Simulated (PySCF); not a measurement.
# BeS (F-43m) in PySCF: a series of runs

Aim: see how the results for BeS move with the level of theory and the settings. Levels: PBE0, B3LYP, r2SCAN0. Tasks: atomic charges.

Program: PySCF 2.14.0. These are calculated values, not measurements. Logs are shortened: lines on timing, memory, paths and dates and some standing lists are left out, and cuts for length are marked.

### 1 The structure

It takes space group F-43m (No. 216, cubic). The conventional cell has a = 4.850 Å, b = 4.850 Å, c = 4.850 Å, α = 90.00°, β = 90.00°, γ = 90.00°. S (site symmetry -43m) has 4 Be at 2.10 Å as nearest neighbours. Around Be (site symmetry -43m) lie 4 S at 2.10 Å.

### 2 Atomic charges, PBE0

The input, run.py:

```python
import json
import numpy as np
from pyscf.pbc import gto, scf, dft, df
from pyscf.pbc.tools import pyscf_ase
import spglib
from ase import Atoms
from ase.io import read

conv = read('BeS.cif')
a, x, z = spglib.find_primitive((conv.cell[:], conv.get_scaled_positions(), conv.numbers), symprec=1e-4)
atoms = Atoms(z, cell=a, scaled_positions=x, pbc=True)
cell = pyscf_ase.cell_from_ase(atoms)
cell.basis = 'pob-tzvp-rev2'
cell.exp_to_discard = 0.1
cell.precision = 1e-08
cell.max_memory = 5040  # MB
cell.verbose = 4
cell.build()

res = {}
kpts = cell.make_kpts([3, 3, 3])
mf = dft.KRKS(cell, kpts, xc='pbe0', exxdiv='ewald')
mf = mf.density_fit()
mf.with_df._cderi = 'cderi.h5'  # three-centre integrals saved by an earlier run on this cell, basis and mesh
mf.conv_tol = 1e-07
mf.max_cycle = 60

mf.kernel()
res.update(converged=bool(mf.converged), e_tot=mf.e_tot, nelec=cell.nelectron, nao=cell.nao, mesh=list(map(int, cell.mesh)), a=cell.lattice_vectors().tolist(), coords=cell.atom_coords().tolist(),
           mo_energy=[np.real(x).tolist() for x in mf.mo_energy], mo_occ=[np.real(x).tolist() for x in mf.mo_occ])
res.update(kpts=cell.get_scaled_kpts(kpts).tolist())
res['parts'] = {k: float(np.real(v)) for k, v in mf.scf_summary.items() if np.isscalar(v)}
json.dump(res, open('results.json', 'w'))
if not mf.converged:
    raise SystemExit('SCF not converged')

print('levels (eV)')
for i, kp in enumerate(res['kpts'][:40]):
    print('k %7.4f %7.4f %7.4f  ' % tuple(kp), ' '.join('%.3f' % (x * 27.211386) for x in res['mo_energy'][i][:15]))

# Mulliken populations
dm, s = np.asarray(mf.make_rdm1()), np.asarray(mf.get_ovlp())
sites = cell.aoslice_by_atom()[:, 2:]
tot = np.einsum('kij,kji->i', dm, s).real / len(kpts)
res['mulliken'] = [cell.atom_charge(i) - tot[a0:a1].sum() for i, (a0, a1) in enumerate(sites)]
print('Mulliken charges', np.round(res['mulliken'], 5))
res['meta_lowdin'] = mf.mulliken_meta()[1].tolist()
res['done'] = True
json.dump(res, open('results.json', 'w'))
```

The input, BeS.cif:

```cif
data_BeS
_cell_length_a 4.85000000
_cell_length_b 4.85000000
_cell_length_c 4.85000000
_cell_angle_alpha 90.00000000
_cell_angle_beta 90.00000000
_cell_angle_gamma 90.00000000
_space_group_name_H-M_alt 'F-43m'
_space_group_name_Hall 'F -4 2 3'
_space_group_IT_number 216
loop_
_space_group_symop_operation_xyz
'x,y,z'
'y,-x,-z'
'-x,-y,z'
'-y,x,-z'
'x,-y,-z'
'y,x,z'
'-x,y,-z'
'-y,-x,z'
'z,x,y'
'-z,y,-x'
'z,-x,-y'
'-z,-y,x'
'-z,x,-y'
'z,y,x'
'-z,-x,y'
'z,-y,-x'
'y,z,x'
'-x,-z,y'
'-y,z,-x'
'x,-z,-y'
'-y,-z,x'
'x,z,y'
'y,-z,-x'
'-x,z,-y'
'x,y+1/2,z+1/2'
'y,-x+1/2,-z+1/2'
'-x,-y+1/2,z+1/2'
'-y,x+1/2,-z+1/2'
'x,-y+1/2,-z+1/2'
'y,x+1/2,z+1/2'
'-x,y+1/2,-z+1/2'
'-y,-x+1/2,z+1/2'
'z,x+1/2,y+1/2'
'-z,y+1/2,-x+1/2'
'z,-x+1/2,-y+1/2'
'-z,-y+1/2,x+1/2'
'-z,x+1/2,-y+1/2'
'z,y+1/2,x+1/2'
'-z,-x+1/2,y+1/2'
'z,-y+1/2,-x+1/2'
'y,z+1/2,x+1/2'
'-x,-z+1/2,y+1/2'
'-y,z+1/2,-x+1/2'
'x,-z+1/2,-y+1/2'
'-y,-z+1/2,x+1/2'
'x,z+1/2,y+1/2'
'y,-z+1/2,-x+1/2'
'-x,z+1/2,-y+1/2'
'x+1/2,y,z+1/2'
'y+1/2,-x,-z+1/2'
'-x+1/2,-y,z+1/2'
'-y+1/2,x,-z+1/2'
'x+1/2,-y,-z+1/2'
'y+1/2,x,z+1/2'
'-x+1/2,y,-z+1/2'
'-y+1/2,-x,z+1/2'
'z+1/2,x,y+1/2'
'-z+1/2,y,-x+1/2'
'z+1/2,-x,-y+1/2'
'-z+1/2,-y,x+1/2'
'-z+1/2,x,-y+1/2'
'z+1/2,y,x+1/2'
'-z+1/2,-x,y+1/2'
'z+1/2,-y,-x+1/2'
'y+1/2,z,x+1/2'
'-x+1/2,-z,y+1/2'
'-y+1/2,z,-x+1/2'
'x+1/2,-z,-y+1/2'
'-y+1/2,-z,x+1/2'
'x+1/2,z,y+1/2'
'y+1/2,-z,-x+1/2'
'-x+1/2,z,-y+1/2'
'x+1/2,y+1/2,z'
'y+1/2,-x+1/2,-z'
'-x+1/2,-y+1/2,z'
'-y+1/2,x+1/2,-z'
'x+1/2,-y+1/2,-z'
'y+1/2,x+1/2,z'
'-x+1/2,y+1/2,-z'
'-y+1/2,-x+1/2,z'
'z+1/2,x+1/2,y'
'-z+1/2,y+1/2,-x'
'z+1/2,-x+1/2,-y'
'-z+1/2,-y+1/2,x'
'-z+1/2,x+1/2,-y'
'z+1/2,y+1/2,x'
'-z+1/2,-x+1/2,y'
'z+1/2,-y+1/2,-x'
'y+1/2,z+1/2,x'
'-x+1/2,-z+1/2,y'
'-y+1/2,z+1/2,-x'
'x+1/2,-z+1/2,-y'
'-y+1/2,-z+1/2,x'
'x+1/2,z+1/2,y'
'y+1/2,-z+1/2,-x'
'-x+1/2,z+1/2,-y'
loop_
_atom_site_label
_atom_site_type_symbol
_atom_site_symmetry_multiplicity
_atom_site_Wyckoff_symbol
_atom_site_fract_x
_atom_site_fract_y
_atom_site_fract_z
_atom_site_occupancy
S1 S 4 c 0.2500000000 0.2500000000 0.2500000000 1
Be1 Be 4 a 0.0000000000 0.0000000000 0.0000000000 1
```

Potentials or basis: pob-tzvp-rev2 (all-electron).

Run with:

```console
> OMP_NUM_THREADS=4 python -u run.py > log
```

What it wrote:

```text
Discarded 0 diffused primitive functions, 0 contracted functions

PySCF version 2.14.0

[INPUT] verbose = 4
[INPUT] num. atoms = 2
[INPUT] num. electrons = 20
[INPUT] charge = 0
[INPUT] spin (= nelec alpha-beta = 2S) = 0
[INPUT] symmetry False subgroup None
[INPUT] Mole.unit = angstrom
[INPUT] Symbol           X                Y                Z      unit          X                Y                Z       unit  Magmom
[INPUT]  1 S      1.212500000000   1.212500000000   1.212500000000 AA    2.291292926035   2.291292926035   2.291292926035 Bohr   0.0
[INPUT]  2 Be     0.000000000000   0.000000000000   0.000000000000 AA    0.000000000000   0.000000000000   0.000000000000 Bohr   0.0

nuclear repulsion = -73.6336607699763
number of shells = 14
number of NR pGTOs = 51
number of NR cGTOs = 24
basis = pob-tzvp-rev2
ecp = {}
lattice vectors  a1 [0.000000000, 4.582585852, 4.582585852]
                 a2 [4.582585852, 0.000000000, 4.582585852]
                 a3 [4.582585852, 4.582585852, 0.000000000]
dimension = 3
low_dim_ft_type = None
Cell volume = 192.469
exp_to_discard = 0.1
rcut = 21.10297247177899 (nimgs = [4 4 4])
precision = 1e-08
pseudo = None
ke_cutoff = 3343404.0436524525
    = [5337 5337 5337] mesh (152016807753 PWs)

******** <class 'pyscf.pbc.dft.krks.KRKS'> ********
method = KRKS
initial guess = minao
damping factor = 0
level_shift factor = 0
DIIS = <class 'pyscf.scf.diis.CDIIS'>
diis_start_cycle = 1
diis_space = 8
diis_damp = 0
SCF conv_tol = 1e-07
SCF conv_tol_grad = None
SCF max_cycles = 60
direct_scf = True
direct_scf_tol = 1e-13

******** PBC SCF flags ********
N kpts = 27
Exchange divergence treatment (exxdiv) = ewald
    madelung (= occupied orbital energy shift) = 0.16674945187851725
    Total energy shift due to Ewald probe charge = -1/2 * Nelec*madelung = -1.66749451879
DF object = <pyscf.pbc.df.df.GDF object>
XC functionals = pbe0
small_rho_cutoff = 0
radial grids:
    Treutler-Ahlrichs [JCP 102, 346 (1995); DOI:10.1063/1.469408] (M4) radial grids

becke partition: Becke, JCP 88, 2547 (1988); DOI:10.1063/1.454033
pruning grids: <function nwchem_prune>
grids dens level: 3
symmetrized grids: False
atomic radii adjust function: <function treutler_atomic_radii_adjust>
Set gradient conv threshold to 0.000316228

******** <class 'pyscf.pbc.df.rsdf_builder._RSNucBuilder'> ********
mesh = [11 11 11] (1331 PWs)
ke_cutoff = 11.749476964270812
omega = 0.44500204907591434
exclude_d_aux = False
exclude_dd_block = True
j2c_eig_always = False
has_long_range = True
tot grids = 31303
cell vol = 192.469459  sum(weights) = 193.089212
nelec by numeric integration = 20.004380672242455
init E= -413.798739587696
  HOMO = 0.21302927761  LUMO = 0.440414402779  gap/eV = 6.18746
nelec by numeric integration = 20.002776905143296
cycle= 1 E= -412.822412796435  delta_E= 0.976  |g|=  1.3  |ddm|= 18.4
  HOMO = 0.202791903877  LUMO = 0.486532802679  gap/eV = 7.72098
nelec by numeric integration = 20.002819092750205
cycle= 2 E= -412.826724652274  delta_E= -0.00431  |g|= 0.314  |ddm|=  1.3
  HOMO = 0.197498531502  LUMO = 0.485733127773  gap/eV = 7.84326
nelec by numeric integration = 20.002790098591795
cycle= 3 E= -412.826993993431  delta_E= -0.000269  |g|= 0.0298  |ddm|= 0.232
  HOMO = 0.198802872684  LUMO = 0.486684965761  gap/eV = 7.83367
nelec by numeric integration = 20.00279859231769
cycle= 4 E= -412.82700078365  delta_E= -6.79e-06  |g|= 0.0141  |ddm|= 0.0663
  HOMO = 0.198425609373  LUMO = 0.486595099302  gap/eV = 7.84149
nelec by numeric integration = 20.002796052293842
cycle= 5 E= -412.8270021859  delta_E= -1.4e-06  |g|= 0.000123  |ddm|= 0.0184
  HOMO = 0.198424474012  LUMO = 0.48659730488  gap/eV = 7.84158
nelec by numeric integration = 20.002796076315
cycle= 6 E= -412.827002186165  delta_E= -2.65e-10  |g|= 1.05e-05  |ddm|= 0.000677
  HOMO = 0.198424738831  LUMO = 0.486597491067  gap/eV = 7.84158
nelec by numeric integration = 20.00279608212764
Extra cycle  E= -412.827002186167  delta_E= -1.82e-12  |g|= 4.93e-06  |ddm|= 4.65e-05
converged SCF energy = -412.827002186167
levels (eV)
k  0.0000  0.0000  0.0000   -2408.729 -206.043 -149.550 -149.550 -149.550 -99.755 -9.923 5.399 5.399 5.399 13.241 23.657 23.657 23.657 26.124
k -0.0000 -0.0000  0.3333   -2408.729 -206.043 -149.550 -149.550 -149.549 -99.755 -8.698 0.240 4.520 4.520 13.742 20.171 24.301 24.301 27.938
k -0.0000 -0.0000  0.6667   -2408.729 -206.043 -149.550 -149.550 -149.549 -99.755 -8.698 0.240 4.520 4.520 13.742 20.171 24.301 24.301 27.938
k  0.0000  0.3333 -0.0000   -2408.729 -206.043 -149.550 -149.550 -149.549 -99.755 -8.698 0.240 4.520 4.520 13.742 20.171 24.301 24.301 27.938
k  0.0000  0.3333  0.3333   -2408.729 -206.043 -149.549 -149.549 -149.549 -99.755 -8.281 0.958 2.987 2.987 13.866 19.271 22.799 22.799 26.250
k  0.0000  0.3333  0.6667   -2408.729 -206.043 -149.550 -149.549 -149.549 -99.755 -7.613 0.231 0.767 3.342 15.275 21.120 21.863 23.938 25.366
[... 19 lines left out ...]
k  0.6667  0.6667  0.3333   -2408.729 -206.043 -149.550 -149.549 -149.549 -99.755 -7.613 0.232 0.767 3.342 15.275 21.120 21.863 23.938 25.366
k  0.6667  0.6667  0.6667   -2408.729 -206.043 -149.550 -149.550 -149.549 -99.755 -8.698 0.240 4.520 4.520 13.742 20.171 24.301 24.301 27.938
Mulliken charges [-1.26439  1.26439]
 ** Mulliken pop on meta-lowdin orthogonal AOs **
 ** Mulliken pop  **
pop of  0 S 1s            1.99999
pop of  0 S 2s            1.99971
pop of  0 S 3s            1.80394
pop of  0 S 4s            0.00725
pop of  0 S 5s            0.00035
pop of  0 S 2px           1.99978
pop of  0 S 2py           1.99978
pop of  0 S 2pz           1.99978
pop of  0 S 3px           1.79453
pop of  0 S 3py           1.79453
pop of  0 S 3pz           1.79453
pop of  0 S 4px           0.00919
pop of  0 S 4py           0.00919
pop of  0 S 4pz           0.00919
pop of  0 S 5px           0.00364
pop of  0 S 5py           0.00364
pop of  0 S 5pz           0.00364
pop of  1 Be 1s           1.99979
pop of  1 Be 2s           0.64433
pop of  1 Be 3s           0.00456
pop of  1 Be 4s           0.00014
pop of  1 Be 2px          0.03952
pop of  1 Be 2py          0.03952
pop of  1 Be 2pz          0.03952
 ** Mulliken atomic charges  **
charge of    0S =     -1.23263
charge of    1Be =      1.23263
```

It took 24 s on 4 threads of Arm Neoverse V2, shared host; peak memory 1.4 GiB.

What came out:

* Free energy: -11233.5950 eV
* Band gap on the k mesh: 7.84 eV, direct
* Meta-löwdin charges: S -1.23; Be +1.23 e

Levels at points of the mesh, in eV from the valence-band top:
| k point | band 7 | band 8 | band 9 | band 10 | band 11 | band 12 | band 13 | band 14 |
| --- | --- | --- | --- | --- | --- | --- | --- | --- |
| (0.00, 0.00, 0.00) | -15.32 | 0.00 | 0.00 | 0.00 | 7.84 | 18.26 | 18.26 | 18.26 |

Caveat: the k mesh is coarse (spacing up to 0.75 Å⁻¹), so the values aren't converged, least of all with exact exchange; on so small a mesh gaps with full-range exact exchange can be off by tenths of an eV to over 1 eV; the default atom-centred grid shifts energies of crystals by up to some 10 meV an atom and pressures by some 0.5 GPa; population charges move with the basis; the basis of atomic orbitals isn't converged, which shifts pressures, moduli and gaps.

### 3 Atomic charges, B3LYP

run.py: that of step 2 with these lines changed.

```diff
@@ -21,3 +21,3 @@
 kpts = cell.make_kpts([3, 3, 3])
-mf = dft.KRKS(cell, kpts, xc='pbe0', exxdiv='ewald')
+mf = dft.KRKS(cell, kpts, xc='b3lyp', exxdiv='ewald')
 mf = mf.density_fit()
```

BeS.cif is that of step 2.

Potentials or basis: pob-tzvp-rev2 (all-electron).

Run with:

```console
> OMP_NUM_THREADS=4 python -u run.py > log
```

Run time: 25 s. Hardware: 4 threads of Arm Neoverse V2, shared host; peak memory 1.4 GiB.

The run converged. Its results:

```
Free energy            : -11238.3933 eV
Band gap on the k mesh : 7.57 eV, direct
Meta-löwdin charges    : S -1.24; Be +1.24 e
```

Levels at points of the mesh, in eV from the valence-band top:
| k point | band 7 | band 8 | band 9 | band 10 | band 11 | band 12 | band 13 | band 14 | band 15 |
| --- | --- | --- | --- | --- | --- | --- | --- | --- | --- |
| (0.00, 0.00, 0.00) | -15.00 | 0.00 | 0.00 | 0.00 | 7.57 | 17.47 | 17.47 | 17.47 | 20.23 |

Caveat: the k mesh is coarse (spacing up to 0.75 Å⁻¹), so the values aren't converged, least of all with exact exchange; on so small a mesh gaps with full-range exact exchange can be off by tenths of an eV to over 1 eV; the default atom-centred grid shifts energies of crystals by up to some 10 meV an atom and pressures by some 0.5 GPa; population charges move with the basis; an odd mesh through Γ misses points on the zone boundary, where band edges often lie; the basis of atomic orbitals isn't converged, which shifts pressures, moduli and gaps.

### 4 Atomic charges, r2SCAN0

run.py: that of step 3 with these lines changed.

```diff
@@ -21,3 +21,3 @@
 kpts = cell.make_kpts([3, 3, 3])
-mf = dft.KRKS(cell, kpts, xc='b3lyp', exxdiv='ewald')
+mf = dft.KRKS(cell, kpts, xc='HYB_MGGA_XC_R2SCAN0', exxdiv='ewald')
 mf = mf.density_fit()
```

BeS.cif is that of step 3.

Potentials or basis: pob-tzvp-rev2 (all-electron).

Run with:

```console
> OMP_NUM_THREADS=4 python -u run.py > log
```

What it wrote:

```text
Discarded 0 diffused primitive functions, 0 contracted functions

PySCF version 2.14.0

[INPUT] verbose = 4
[INPUT] num. atoms = 2
[INPUT] num. electrons = 20
[INPUT] charge = 0
[INPUT] spin (= nelec alpha-beta = 2S) = 0
[INPUT] symmetry False subgroup None
[INPUT] Mole.unit = angstrom
[INPUT] Symbol           X                Y                Z      unit          X                Y                Z       unit  Magmom
[INPUT]  1 S      1.212500000000   1.212500000000   1.212500000000 AA    2.291292926035   2.291292926035   2.291292926035 Bohr   0.0
[INPUT]  2 Be     0.000000000000   0.000000000000   0.000000000000 AA    0.000000000000   0.000000000000   0.000000000000 Bohr   0.0

nuclear repulsion = -73.6336607699763
number of shells = 14
number of NR pGTOs = 51
number of NR cGTOs = 24
basis = pob-tzvp-rev2
ecp = {}
lattice vectors  a1 [0.000000000, 4.582585852, 4.582585852]
                 a2 [4.582585852, 0.000000000, 4.582585852]
                 a3 [4.582585852, 4.582585852, 0.000000000]
dimension = 3
low_dim_ft_type = None
Cell volume = 192.469
exp_to_discard = 0.1
rcut = 21.10297247177899 (nimgs = [4 4 4])
precision = 1e-08
pseudo = None
ke_cutoff = 3343404.0436524525
    = [5337 5337 5337] mesh (152016807753 PWs)

******** <class 'pyscf.pbc.dft.krks.KRKS'> ********
method = KRKS
initial guess = minao
damping factor = 0
level_shift factor = 0
[... 47 lines left out ...]
nelec by numeric integration = 20.00278129127453
cycle= 3 E= -412.94846944527  delta_E= -0.000192  |g|= 0.0247  |ddm|= 0.214
  HOMO = 0.194548800419  LUMO = 0.499927108017  gap/eV = 8.30977
nelec by numeric integration = 20.00278922245563
cycle= 4 E= -412.948474223183  delta_E= -4.78e-06  |g|= 0.0129  |ddm|= 0.0624
  HOMO = 0.194176621224  LUMO = 0.49981975344  gap/eV = 8.31697
nelec by numeric integration = 20.002786724638472
cycle= 5 E= -412.948475367532  delta_E= -1.14e-06  |g|= 0.000125  |ddm|= 0.0168
  HOMO = 0.194174456991  LUMO = 0.499820824368  gap/eV = 8.31706
nelec by numeric integration = 20.002786752482727
cycle= 6 E= -412.948475367792  delta_E= -2.6e-10  |g|= 9.38e-06  |ddm|= 0.000606
  HOMO = 0.194174579112  LUMO = 0.499821012015  gap/eV = 8.31706
nelec by numeric integration = 20.002786756697297
Extra cycle  E= -412.948475367794  delta_E= -1.88e-12  |g|= 2.29e-06  |ddm|= 3.64e-05
converged SCF energy = -412.948475367794
levels (eV)
k  0.0000  0.0000  0.0000   -2418.612 -209.381 -151.448 -151.448 -151.448 -101.614 -10.394 5.284 5.284 5.284 13.601 24.549 24.549 24.549 26.852
k -0.0000 -0.0000  0.3333   -2418.612 -209.382 -151.448 -151.448 -151.447 -101.614 -9.143 0.051 4.393 4.393 14.090 20.705 25.156 25.156 28.799
k -0.0000 -0.0000  0.6667   -2418.612 -209.382 -151.448 -151.448 -151.447 -101.614 -9.143 0.051 4.393 4.393 14.090 20.705 25.156 25.156 28.799
k  0.0000  0.3333 -0.0000   -2418.612 -209.382 -151.448 -151.448 -151.447 -101.614 -9.143 0.051 4.393 4.393 14.090 20.705 25.156 25.156 28.799
k  0.0000  0.3333  0.3333   -2418.612 -209.381 -151.447 -151.447 -151.447 -101.614 -8.718 0.780 2.838 2.838 14.148 19.825 23.506 23.506 27.071
k  0.0000  0.3333  0.6667   -2418.612 -209.382 -151.447 -151.447 -151.446 -101.614 -8.037 0.040 0.583 3.198 15.599 21.677 22.515 24.705 26.106
[... 19 lines left out ...]
k  0.6667  0.6667  0.3333   -2418.612 -209.382 -151.447 -151.447 -151.446 -101.614 -8.037 0.040 0.583 3.198 15.599 21.677 22.515 24.705 26.107
k  0.6667  0.6667  0.6667   -2418.612 -209.382 -151.448 -151.448 -151.447 -101.614 -9.143 0.051 4.393 4.393 14.090 20.705 25.156 25.156 28.799
Mulliken charges [-1.29551  1.29551]
 ** Mulliken pop on meta-lowdin orthogonal AOs **
 ** Mulliken pop  **
pop of  0 S 1s            1.99999
pop of  0 S 2s            1.99980
pop of  0 S 3s            1.80275
pop of  0 S 4s            0.00772
pop of  0 S 5s            0.00034
pop of  0 S 2px           1.99981
pop of  0 S 2py           1.99981
pop of  0 S 2pz           1.99981
pop of  0 S 3px           1.79986
pop of  0 S 3py           1.79986
pop of  0 S 3pz           1.79986
pop of  0 S 4px           0.00901
pop of  0 S 4py           0.00901
pop of  0 S 4pz           0.00901
pop of  0 S 5px           0.00387
pop of  0 S 5py           0.00387
pop of  0 S 5pz           0.00387
pop of  1 Be 1s           1.99989
pop of  1 Be 2s           0.63659
pop of  1 Be 3s           0.00410
pop of  1 Be 4s           0.00017
pop of  1 Be 2px          0.03701
pop of  1 Be 2py          0.03701
pop of  1 Be 2pz          0.03701
 ** Mulliken atomic charges  **
charge of    0S =     -1.24823
charge of    1Be =      1.24823
```

Wall time 28 s (4 threads of Arm Neoverse V2, shared host); peak memory 1.4 GiB.

Results:

| Item | Value |
| --- | --- |
| Free energy | -11236.9005 eV |
| Band gap on the k mesh | 8.32 eV, direct |
| Meta-löwdin charges | S -1.25; Be +1.25 e |

Levels at points of the mesh, in eV from the valence-band top:
```tsv
k point	band 8	band 9	band 10	band 11	band 12	band 13
(0.00, 0.00, 0.00)	0.00	0.00	0.00	8.32	19.27	19.27
```

Caveat: the k mesh is coarse (spacing up to 0.75 Å⁻¹), so the values aren't converged, least of all with exact exchange; on so small a mesh gaps with full-range exact exchange can be off by tenths of an eV to over 1 eV; the default atom-centred grid shifts energies of crystals by up to some 10 meV an atom and pressures by some 0.5 GPa; population charges move with the basis; an odd mesh through Γ misses points on the zone boundary, where band edges often lie; the basis of atomic orbitals isn't converged, which shifts pressures, moduli and gaps.

### 5 Summary

| level | gap on the mesh (eV) |
| --- | --- |
| PBE0 | 7.84 |
| B3LYP | 7.57 |
| r2SCAN0 | 8.32 |

Alike in all rows: task atomic charges; potentials or basis pob-tzvp-rev2 (all-electron); no spin polarisation; cell as given; k mesh 3 × 3 × 3; smearing fixed; the mesh is coarse, so values aren't converged.

Caveats: all runs use coarse meshes; on so small a mesh gaps with full-range exact exchange can be off by tenths of an eV to over 1 eV; the default atom-centred grid shifts energies of crystals by up to some 10 meV an atom and pressures by some 0.5 GPa; the basis of atomic orbitals isn't converged, which shifts pressures, moduli and gaps; an odd mesh through Γ misses points on the zone boundary, where band edges often lie (some runs).

Absolute energies hang on the potentials; compare differences alone.
